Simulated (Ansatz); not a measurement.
Ga vacancy in Ga$_{2}$O$_{3}$

All numbers below come from DFT PBEsol, scalar-relativistic, plane waves, PAW (Ansatz 0.2.0). (420 eV cutoff, 2×2×2 k-mesh, shifted by half a step, Gaussian smearing of 0.01 eV, collinear spin)

Host crystal, relaxed:

```yaml
crystal:
  lattice:
    - [6.13871, -1.52366, 0.00363]
    - [6.13871, 1.52366, 0.00363]
    - [-1.38044, 0.00000, 5.64418]
  atoms:
    - { symbol: Ga, position: [0.34127, 0.34127, 0.68542] }
    - { symbol: Ga, position: [0.65873, 0.65873, 0.31458] }
    - { symbol: Ga, position: [0.90948, 0.90948, 0.20460] }
    - { symbol: Ga, position: [0.09052, 0.09052, 0.79540] }
    - { symbol: O, position: [0.50377, 0.50377, 0.74407] }
    - { symbol: O, position: [0.49623, 0.49623, 0.25593] }
    - { symbol: O, position: [0.82678, 0.82678, 0.43723] }
    - { symbol: O, position: [0.17322, 0.17322, 0.56277] }
    - { symbol: O, position: [0.16528, 0.16528, 0.10959] }
    - { symbol: O, position: [0.83472, 0.83472, 0.89041] }
```

Supercell of 40 atoms, rows in host cell vectors: 1 0 1; -1 2 0; -2 2 1. Atoms relax at the host's cell, keeping the symmetry that the supercell leaves at the site. The cell is small, so energies carry finite-size errors of tenths of an eV. The host's Kohn–Sham gap is 2.22 eV. Atoms are taken from and returned to the elements' standard states.

Defect: Ga vacancy at (0.909, 0.909, 0.205) of the host cell.

Q: What is the formation energy of the neutral defect?

A: 9.61 eV.

Q: Does the neutral defect carry a moment, and how do its surroundings relax?

A: It changes the cell's moment by 3.00 μB. The nearest neighbours before are 3 O at 1.84 Å, 1 O at 1.87 Å; after relaxation the atoms near the site are 1 O at 1.82 Å, 1 O at 1.84 Å, 1 O at 1.89 Å, 1 O at 2.02 Å, 1 Ga at 2.97 Å, 1 Ga at 2.98 Å; the largest move is 0.15 Å.